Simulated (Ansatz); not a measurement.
Molecular dynamics on a 2×2×2 supercell (16 atoms) of RbCl (rocksalt), relaxed with r2SCAN. Forces come from PBE in Ansatz: a Nosé-Hoover thermostat at fixed volume, 1700 K, steps of 1 fs. Spin polarisation is off, nuclei are classical, and the run is far too short for thermal averages.

```yaml
crystal:
  lattice:
    - [0.0, 6.6116256371, 6.6116256371]
    - [6.6116256371, 0.0, 6.6116256371]
    - [6.6116256371, 6.6116256371, 0.0]
  atoms:
    - { symbol: Rb, position: [0.0, 0.0, 0.0] }
    - { symbol: Cl, position: [0.25, 0.25, 0.25] }
    - { symbol: Rb, position: [0.0, 0.0, 0.5] }
    - { symbol: Cl, position: [0.25, 0.25, 0.75] }
    - { symbol: Rb, position: [0.0, 0.5, 0.0] }
    - { symbol: Cl, position: [0.25, 0.75, 0.25] }
    - { symbol: Rb, position: [0.0, 0.5, 0.5] }
    - { symbol: Cl, position: [0.25, 0.75, 0.75] }
    - { symbol: Rb, position: [0.5, 0.0, 0.0] }
    - { symbol: Cl, position: [0.75, 0.25, 0.25] }
    - { symbol: Rb, position: [0.5, 0.0, 0.5] }
    - { symbol: Cl, position: [0.75, 0.25, 0.75] }
    - { symbol: Rb, position: [0.5, 0.5, 0.0] }
    - { symbol: Cl, position: [0.75, 0.75, 0.25] }
    - { symbol: Rb, position: [0.5, 0.5, 0.5] }
    - { symbol: Cl, position: [0.75, 0.75, 0.75] }
kpoints:
  mp_grid: { grid: [2, 2, 2] }
hamiltonian:
  xc: pbe
scf:
  occupations: { method: fermi_dirac, width: 0.146 }
md:
  ensemble: nvt_nose_hoover
  temperature: 1700
  timestep: 1.0
  n_steps: 30
  initial_velocities: maxwell_boltzmann
  seed: 6946
```

Run as `ansatz run input.yaml --threads 4 --pin off --max-ram 3686MiB --backend cpu --events-out ev --progress --plain --runs-dir out`. It took 97 s on 4 threads of Arm Neoverse V1, with other jobs on the host, load about 0.4 per core; peak host memory 1.6 GiB.

```csv
step,t (fs),T (K),free energy F from step 0 (meV/atom),kinetic energy (meV/atom),largest force (eV/Å)
0,0,1700,0.0,206.0,0.00
1,1,1700,0.1,206.0,0.02
2,2,1698,0.2,205.8,0.05
3,3,1696,0.5,205.5,0.07
4,4,1692,0.9,205.1,0.10
5,5,1688,1.4,204.6,0.13
6,6,1683,2.1,203.9,0.15
7,7,1677,2.8,203.2,0.18
8,8,1669,3.7,202.3,0.21
9,9,1661,4.7,201.3,0.24
10,10,1652,5.8,200.2,0.27
11,11,1642,7.1,199.0,0.30
12,12,1631,8.4,197.6,0.34
13,13,1619,9.9,196.2,0.37
14,14,1606,11.4,194.6,0.41
15,15,1592,13.1,192.9,0.44
16,16,1577,15.0,191.1,0.48
17,17,1561,16.9,189.2,0.52
18,18,1545,18.9,187.2,0.56
19,19,1527,21.1,185.1,0.60
20,20,1509,23.3,182.8,0.64
21,21,1490,25.7,180.5,0.69
22,22,1470,28.1,178.1,0.73
23,23,1449,30.7,175.6,0.78
24,24,1427,33.3,173.0,0.83
25,25,1405,36.1,170.3,0.88
26,26,1382,38.9,167.5,0.93
27,27,1359,41.8,164.6,0.98
28,28,1335,44.8,161.7,1.03
29,29,1310,47.8,158.8,1.08
30,30,1285,50.9,155.7,1.13
```

The temperature goes from 1700 K to 1285 K in 30 fs. The thermostat hasn't had time to restore it. By the last step the atoms have moved 0.24 Å in the root mean square, the drift of the whole cell taken out, 0.43 Å at most.

Positions (Å) and forces (eV/Å) at step 30:
```
Rb   0.088   0.012  -0.091    -0.109   0.062   0.309
Cl   3.075   3.067   2.995     0.358   0.271   0.386
Rb   3.296   3.200  -0.070     0.024   0.059  -0.192
Cl   6.500   6.576   3.239     0.187   0.392   0.151
Rb   3.248   0.023   3.363     0.065  -0.307  -0.028
Cl   6.735   3.301   6.705    -0.089   0.126  -0.186
Rb   6.560   3.628   3.340     0.057  -0.746  -0.028
Cl   9.956   6.602   6.911    -0.084  -0.084  -1.125
Rb  -0.016   3.278   3.641    -0.008   0.018  -0.752
Cl   3.258   6.367   6.489     0.153   0.290   0.079
Rb   3.309   6.585   3.142    -0.244  -0.115   0.817
Cl   6.683   9.922   6.599    -0.029   0.055   0.556
Rb   3.509   3.256   6.589    -0.099  -0.128  -0.140
Cl   6.529   6.494  10.098    -0.030   0.234  -0.415
Rb   6.488   6.787   6.600     0.144  -0.343   0.202
Cl  10.070   9.789   9.697    -0.296   0.215   0.365
```
